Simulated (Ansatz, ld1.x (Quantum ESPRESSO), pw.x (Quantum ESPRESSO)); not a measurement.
## What a changed setting does to a pw.x run (bcc Sb)

Potential: norm-conserving RRKJ (Kleinman–Bylander form), ld1.x (Quantum ESPRESSO) 7.5, PBE; core [Kr] 4d10, reference 5s2 5p3; waves: 5p (bound): rc 2.50 bohr; 5d channel at -0.1 Ry: rc 2.55 bohr; 5s (bound): rc 1.55 bohr; local part: the s channel; core correction: none; rho0 0.001.

The reference run (k-mesh 12³, cutoffs 110/440 Ry, Fermi–Dirac 0.01 Ry, mixing_beta 0.4, conv_thr 1e-9, no spin) gives 0.21 GPa at 27.282 Å³/atom, where all-electron LAPW gives -0.06 GPa. This run, with its own iteration cap, changes mixing_beta to 0.7.

```
&control
  calculation='scf', prefix='x', pseudo_dir='./', outdir='./tmp', tstress=.true., disk_io='none'
/
&system
  ibrav=0, nat=1, ntyp=1, ecutwfc=110, ecutrho=440, nbnd=9,
  occupations='smearing', smearing='fd', degauss=0.01
/
&electrons
  conv_thr=1e-09, mixing_beta=0.7, electron_maxstep=60
/
ATOMIC_SPECIES
Sb 1.0 Sb.UPF
CELL_PARAMETERS angstrom
  -1.89643839 1.89643839 1.89643839
  1.89643839 -1.89643839 1.89643839
  1.89643839 1.89643839 -1.89643839
ATOMIC_POSITIONS crystal
Sb 0.0000 0.0000 0.0000
K_POINTS automatic
12 12 12 0 0 0
```

```bash
pw.x < Sb.scf.in > Sb.scf.out
```

**Question.** How does the run end?

**Answer.** It converges in 5 iterations; the free energy moves by +0.0 meV/atom and the pressure by +0.00 GPa. The result is that of the reference run.

```
Message from routine setup:
     using ibrav=0 with symmetry is DISCOURAGED, use correct ibrav instead
     lattice parameter (alat)  =       6.2072  a.u.
     unit-cell volume          =     184.1081 (a.u.)^3
     number of electrons       =         5.00
     number of Kohn-Sham states=            9
     kinetic-energy cutoff     =     110.0000  Ry
     charge density cutoff     =     440.0000  Ry
     scf convergence threshold =      1.0E-09
     Exchange-correlation= PBE
     number of k points=    72  Fermi-Dirac smearing, width (Ry)=  0.0100
     iteration #  1     ecut=   110.00 Ry     beta= 0.70
     total energy              =     -11.07075329 Ry
     estimated scf accuracy    <       0.00162658 Ry
     iteration #  2     ecut=   110.00 Ry     beta= 0.70
     total energy              =     -11.07081365 Ry
     estimated scf accuracy    <       0.00008945 Ry
     iteration #  3     ecut=   110.00 Ry     beta= 0.70
     total energy              =     -11.07082008 Ry
     estimated scf accuracy    <       0.00000103 Ry
     iteration #  4     ecut=   110.00 Ry     beta= 0.70
     total energy              =     -11.07082031 Ry
     estimated scf accuracy    <          1.0E-09 Ry
     iteration #  5     ecut=   110.00 Ry     beta= 0.70
     the Fermi energy is     7.8276 ev
!    total energy              =     -11.07082032 Ry
     estimated scf accuracy    <          2.0E-10 Ry
     smearing contrib. (-TS)   =      -0.00237083 Ry
     The total energy is F=E-TS. E is the sum of the following terms:
     one-electron contribution =       4.24386975 Ry
     hartree contribution      =       0.16236947 Ry
     xc contribution           =      -2.78116136 Ry
     ewald contribution        =     -12.69352736 Ry
     convergence has been achieved in   5 iterations
          total   stress  (Ry/bohr**3)                   (kbar)     P=        2.14
     Message from routine punch:
     Nothing written, as per user request (disk_io='none')
```

The run took about 30 s on one core of a shared host (Neoverse-V1, 32 threads, 247 GiB, load 17).
